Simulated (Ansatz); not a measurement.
## In: relaxation of cell and atoms with PBEsol

The system is In.

```
CELL_PARAMETERS angstrom
-1.62547 1.62547 2.47370
1.62547 -1.62547 2.47370
1.62547 1.62547 -2.47370
ATOMIC_POSITIONS crystal
In 0.00000 0.00000 0.00000
```

```yaml
Program: Ansatz 0.2.0
Task: relaxation of cell and atoms
Functional: PBEsol
Potentials_or_basis: Ansatz PAW
Cutoff: "420 eV (not typed: the program's choice for these potentials)"
k_mesh: 11 × 11 × 11
Occupations: fermi-dirac, width 0.05 eV
Spin: no spin polarisation
Target_pressure: 2 GPa
Target_pressure_GPa: 2
```

```json
{
  "Relaxed volume": "24.47 Å³/atom",
  "Relaxed cell": "a = 3.220 Å, b = 3.220 Å, c = 3.220 Å, α = 117.32°, β = 117.32°, γ = 94.72°",
  "Space group after relaxing (to 0.05 Å)": "I4/mmm (No. 139)",
  "Energy change on relaxing (the enthalpy is what falls)": "+2.0 meV/atom",
  "Ionic steps": "12",
  "Pressure after relaxing": "2.0 GPa",
  "Band gap on the k mesh": "none (metal or under the smearing width)"
}
```

The path:
| step | energy change (eV) | largest force (eV/Å) | volume (Å³) |
| --- | --- | --- | --- |
| 1 | 0.0000 | 0.0000 | 26.14 |
| 2 | 0.0041 | 0.0000 | 24.52 |
| 3 | 0.0033 | 0.0000 | 24.51 |
| 4 | 0.0040 | 0.0000 | 24.44 |
| 5 | 0.0024 | 0.0000 | 24.56 |
| 6 | 0.0014 | 0.0000 | 24.63 |
| 7 | 0.0020 | 0.0000 | 24.57 |
| 8 | 0.0032 | 0.0000 | 24.47 |
| 9 | 0.0033 | 0.0000 | 24.42 |
| 10 | 0.0020 | 0.0000 | 24.46 |
| 11 | 0.0018 | 0.0000 | 24.47 |
| 12 | 0.0020 | 0.0000 | 24.47 |

Final structure:
```
In
1.0
    -1.67465    1.67465    2.18094
     1.67465   -1.67465    2.18094
     1.67465    1.67465   -2.18094
In
1
Cartesian
  0.0000 0.0000 0.0000
```

Levels at points of the mesh, in eV from the Fermi level:
| k point | band 2 | band 3 | band 4 | band 5 | band 6 | band 7 | band 8 | band 9 | band 10 | band 11 |
| --- | --- | --- | --- | --- | --- | --- | --- | --- | --- | --- |
| (0.00, 0.00, 0.00) | -14.67 | -14.54 | -14.48 | -14.36 | -10.03 | 11.08 | 11.29 | 11.29 | 11.74 | 14.61 |

It took 9.5 s on 2 threads of Intel(R) Xeon(R) 6975P-C (Granite Rapids), with other jobs on the host, peak memory 0.41 GiB.

Caveat: the plane-wave basis is chosen anew once the cell has moved, so the energies of steps on either side of that aren't comparable; the PAW data sets come from PBE, with cores solved anew for the run's functional, which leaves a small shift of forces and pressure.
